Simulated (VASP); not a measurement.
Crystal: H.

```
CELL_PARAMETERS angstrom
5.17025 0.00000 0.00000
-2.58512 4.47757 0.00000
0.00000 0.00000 3.84952
ATOMIC_POSITIONS crystal
H 0.66667 0.33333 0.75000
H 0.33333 0.66667 0.25000
```

The real solid is made of molecules; this cell is a model form.

```yaml
Program: VASP 6.6.1
Task: single point
Functional: PBE
Potentials_or_basis: VASP PAW PBE potentials, release 64 (H)
Cutoff: 520 eV
k_mesh: 6 × 6 × 7
Occupations: fermi-dirac, width 0.05 eV
Spin: no spin polarisation
```

On this cell: pressure -1.6 GPa; largest force under 0.003 eV/Å; band gap on the k mesh none (metal or under the smearing width).

The same run follows on a disturbed copy (atoms moved at random, drawn with an rms of 0.05 Å):

```
H
1.0
     5.17025    0.00000    0.00000
    -2.58512    4.47757    0.00000
     0.00000    0.00000    3.84952
H
2
Direct
  0.66215 0.33282 0.75377
  0.33494 0.65999 0.26579
```

What changes?

The energy (extrapolated to zero smearing) moves by -1.1 meV/atom; pressure -1.6 GPa; largest force 0.054 eV/Å; band gap on the k mesh none (metal or under the smearing width).

Forces in eV/Å, atoms in the order of the input:
```
H   -0.035  0.020 -0.035
H    0.035 -0.020  0.035
```

Stress tensor (GPa, compression positive):
```
-1.58  0.11 -0.01
 0.11 -1.46  0.01
-0.01  0.01 -1.75
```

The energy falls, though the first cell shows no forces: that form is unstable against this distortion, unless noise or another electronic state is at work.
